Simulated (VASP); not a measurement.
Set up this calculation in VASP 6.6.1, as the native input.

```
Task                   : single point
Functional             : LDA
Potentials or basis    : VASP PAW LDA potentials, release 64 (Se)
Cutoff                 : 520 eV
k mesh                 : 2 × 2 × 2
Occupations            : methfessel-paxton, width 0.15 eV
Spin                   : no spin polarisation
Dipole correction      : no
Further INCAR settings : LREAL = Auto; ALGO = Fast; EDIFF = 1e-07; NBANDS = 86
```

The structure of Se (a cell with a defect) lies in POSCAR:

```
Se
1.0
    8.8195704500      0.0000000100      0.0000000000
   -4.4097852300      7.6379720500      0.0000000000
    0.0000000000      0.0000000000     10.0060979400
Se
23
Direct
    0.0059654431      0.1345053364      0.3181605876
    0.3549697305      0.3629651926      0.4942105334
    0.1101876086      0.0311288124      0.6661900613
    0.0185048946      0.1560525480      0.8285024842
    0.3471915470      0.3526728010      0.9998684862
    0.1184307879      0.4863855189      0.1705409052
    0.0140036518      0.5972404678      0.3402735033
    0.4205986318      0.9103638964      0.5084705377
    0.1126235932      0.4772615002      0.6718948825
   -0.0028519546      0.5857074326      0.8368518927
    0.4139048492      0.9087435710      1.0068585237
    0.6350528619      0.0237745036      0.1753526710
    0.5133152319      0.1296300888      0.3399257153
    0.8817957923      0.3694463626      0.5035150595
    0.6452881233      0.0238669365      0.6745929373
    0.5165363300      0.1273462365      0.8381583960
    0.8824573200      0.3676799251      1.0058887151
    0.5804907570      0.4725677144      0.1624104631
    0.4827977318      0.5925119869      0.3283273879
    0.8920556842      0.9067563937      0.4951159812
    0.5812906235      0.4755788540      0.6633178128
    0.4836076681      0.5905854284      0.8309578869
    1.0948123206      1.0398548119      1.1345258729
```

The input as run:

INCAR

```
PREC = Accurate
ENCUT = 520
EDIFF = 1E-7
ISMEAR = 1
SIGMA = 0.15
LREAL = Auto
LASPH = T
NELM = 100
ALGO = Fast
ISIF = 2
LWAVE = F
LCHARG = F
GGA = CA
NBANDS = 86
```

KPOINTS

```
Automatic mesh
0
Gamma
  2 2 2
```

Potentials or basis: VASP PAW LDA potentials, release 64 (Se).

Command:

```console
$ cat potpaw_LDA.64/Se/POTCAR > POTCAR
$ mpirun -np 1 vasp_std > vasp.out
```

It gave:

| Item | Value |
| --- | --- |
| Pressure | -2.2 GPa |
| Largest force | 0.068 eV/Å |
| Band gap on the k mesh | 0.03 eV, indirect (least direct gap 0.31 eV) |

Run time: 13 min on 1 thread of Intel(R) Xeon(R) Platinum 8259CL CPU @ 2.50GHz (Skylake/Cascade Lake) (shared host), peak memory 0.69 GiB.
